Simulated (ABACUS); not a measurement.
**MgB2 under changes of volume**

One of the cells (9.679 Å³/atom); the others are scaled copies at fixed shape and fractional positions:

```
Mg B
1.0
     3.08500    0.00000    0.00000
    -1.54250    2.67169    0.00000
     0.00000    0.00000    3.52300
Mg B
1 2
Direct
  0.00000 0.00000 0.00000
  0.66667 0.33333 0.50000
  0.33333 0.66667 0.50000
```

```yaml
Program: ABACUS 3.10.1
Functional: PBE
Potentials_or_basis: PseudoDojo NC SR 0.4.1 PBE standard
Cutoff: 1143 eV
Density_cutoff: 4572 eV
Basis: plane waves
k_mesh: 10 × 10 × 8
Occupations: fermi-dirac, width 0.05 eV
Spin: no spin polarisation
```

```tsv
volume (Å³/atom)	energy over the lowest point (meV/atom)	pressure (GPa)
9.098	14.66	9.4
9.292	5.57	5.6
9.485	0.81	2.2
9.679	0.00	-0.9
9.873	2.78	-3.7
10.066	?	?
10.260	17.90	-8.7
```

Q: What does the run at 10.066 Å³/atom give?

A: Energy over the lowest point 8.84 meV/atom; pressure -6.3 GPa.

Worked out: A Birch-Murnaghan fit of order 3 (a polynomial in V^(-2/3)) to the other rows has its minimum at 9.62 Å³/atom with B0 = V·E''(V) = 152 GPa and B' = 3.5 at fixed shape and positions, which overstates the stiffness. It gives 8.82 meV/atom at 10.066 Å³/atom, against the run's 8.84, and -dE/dV = -6.3 GPa, against -6.3.

Energies are extrapolated to zero smearing.
